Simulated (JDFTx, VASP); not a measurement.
Given: the input of a run of JDFTx 1.7.0 (patched build) on PbO (Litharge). 

The input PbO.in:

```
lattice \
    7.5400072373     0.0000000000     0.0000000000 \
    0.0000000000     7.5400072373     0.0000000000 \
    0.0000000000     0.0000000000     9.4675278844
coords-type Lattice
ion Pb     0.5000000000     0.0000000000     0.7600000000 1
ion Pb     0.0000000000     0.5000000000     0.2400000000 1
ion O      0.5000000000     0.5000000000     0.0000000000 1
ion O      0.0000000000     0.0000000000     0.0000000000 1

ion-species pseudo/Pb.upf
ion-species pseudo/O.upf
elec-cutoff 42 336
elec-ex-corr gga-PBEsol
kpoint-folding 7 7 6
elec-smearing Fermi 0.0018374661
elec-n-bands 27
electronic-SCF nIterations 100 energyDiffThreshold 1e-09
electronic-minimize nIterations 30 energyDiffThreshold 1e-7
converge-empty-states yes
forces-output-coords Cartesian

dump-name run.$VAR
dump End Ecomponents EigStats BandEigs Kpoints Forces Stress
```

Potentials or basis: PseudoDojo-SR-PBEsol-0.4.1-standard with smoothed tails.

Launch:

```console
$ jdftx -c 1 -i PbO.in -o PbO.out
```

Task: Set up the same calculation for VASP 6.6.1. Potentials or basis there: PBE PAW files O, Pb_d, 520 eV.

Result: As run (cutoffs and basis follow the program's own potentials, and thresholds, step limits or extra output files can differ):

The input INCAR:

```
PREC = Accurate
ENCUT = 520
EDIFF = 1E-7
ISMEAR = -1
SIGMA = 0.05
LREAL = False
LASPH = True
NELM = 80
ALGO = Normal
ISIF = 2
LWAVE = False
LCHARG = False
GGA = PS
NBANDS = 28
```

KPOINTS

```
regular mesh
0
Gamma
  7 7 6
```

The input POSCAR:

```
PbO
1.0
    3.9900000000      0.0000000000      0.0000000000
    0.0000000000      3.9900000000      0.0000000000
    0.0000000000      0.0000000000      5.0100000000
Pb O
2 2
Direct
    0.5000000000      0.0000000000      0.7600000000
    0.0000000000      0.5000000000      0.2400000000
    0.5000000000      0.5000000000      0.0000000000
    0.0000000000      0.0000000000      0.0000000000
```

Potentials or basis: VASP PAW PBE potentials, release 64 (Pb_d, O).

The run is started by

```console
$ cat potpaw_PBE.64/Pb_d/POTCAR potpaw_PBE.64/O/POTCAR > POTCAR
$ mpirun -np 1 vasp_std > vasp.out
```

Both were run:

|  | JDFTx | VASP |
| --- | --- | --- |
| Pressure | -0.3 GPa | -0.8 GPa |
| Largest force | 0.244 eV/Å | 0.288 eV/Å |

VASP's potentials were made for PBE.

Pressure is positive in compression.
